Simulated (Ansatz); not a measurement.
# FeCo: the cost of one run

Computed with Ansatz 0.2.0 (DFT PBE, scalar-relativistic, plane waves, PAW, unless a step's input says otherwise).

### 1 The system as given

The structure is cubic, space group Pm-3m (No. 221). Conventional cell: a = 2.857 Å, b = 2.857 Å, c = 2.857 Å, α = 90.00°, β = 90.00°, γ = 90.00°. Fe (site symmetry m-3m) has 8 Co at 2.47 Å as nearest neighbours. Co (site symmetry m-3m) is surrounded by 8 Fe at 2.47 Å.

As a file:

```cif
data_structure
_symmetry_space_group_name_H-M 'P 1'
_symmetry_Int_Tables_number 1
_cell_length_a 2.8570
_cell_length_b 2.8570
_cell_length_c 2.8570
_cell_angle_alpha 90.000
_cell_angle_beta 90.000
_cell_angle_gamma 90.000
_cell_volume 23.32
loop_
_atom_site_label
_atom_site_type_symbol
_atom_site_fract_x
_atom_site_fract_y
_atom_site_fract_z
_atom_site_occupancy
Fe1 Fe 0.50000 0.50000 0.50000 1
Co1 Co 0.00000 0.00000 0.00000 1
```

The cell is the deposited one, not relaxed. An earlier run on this cell at PBE gave -2.50 GPa at 11.660 Å³/atom (12×12×12 mesh), a metal on this mesh, moments in the atoms' spheres Fe 2.83; Co 1.83 μB.

### 2 Flat spin spiral, q = 0 Γ

input.yaml

```yaml
crystal:
  lattice:
    - [2.8569993142, 0.0, 0.0]
    - [0.0, 2.8569993142, 0.0]
    - [0.0, 0.0, 2.8569993142]
  atoms:
    - { symbol: Fe, position: [0.5, 0.5, 0.5], spin: 3.11, spin_axis: [1.0, 0.0, 0.0] }
    - { symbol: Co, position: [0.0, 0.0, 0.0], spin: 2.02, spin_axis: [1.0, 0.0, 0.0] }
basis:
  ecutwfc: 420
  ecutrho_ratio: 4
kpoints:
  mp_grid: { grid: [12, 12, 12] }
hamiltonian:
  xc: pbe
scf:
  occupations: { method: gaussian, width: 0.05 }
output:
  forces: true
  stress: false
  eigenvalues: true
  populations: true
magnetization:
  noncollinear: true
  spin_orbit: false
  spin_spiral: { q: [0, 0, 0] }
```

Command:

```bash
$ ansatz run input.yaml --threads 4 --pin off --max-ram 9216MiB --backend cpu --events-out ev --progress --plain --runs-dir out
```

Q: Estimate wall time and peak memory on 4 threads of Arm Neoverse V1, shared host.

About 13 s, with a peak of 0.51 GiB.
